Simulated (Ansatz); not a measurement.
BP:

```
CELL_PARAMETERS angstrom
0.00000 2.26900 2.26900
2.26900 0.00000 2.26900
2.26900 2.26900 0.00000
ATOMIC_POSITIONS crystal
P 0.75000 0.75000 0.75000
B 0.00000 0.00000 0.00000
```

Base run:

| Property | Result |
| --- | --- |
| Program | Ansatz 0.2.0 |
| Functional | HSE06 |
| Potentials or basis | all-electron PAW datasets made for the crystal |
| Cutoff | 310 eV (chosen from the basis error) |
| k mesh | 8 × 8 × 8 |
| Occupations | fermi-dirac, width 0.05 eV |
| Spin | no spin polarisation |

Its results: band gap on the k mesh 2.00 eV, indirect (least direct gap 4.34 eV); pressure -1.7 GPa.

Task: The run is repeated on the same cell with these changes: functional from HSE06 to PBE0. What comes out?

Result: Band gap on the k mesh 2.69 eV, indirect (least direct gap 5.02 eV); pressure -1.8 GPa.

A k mesh can miss the band edges.
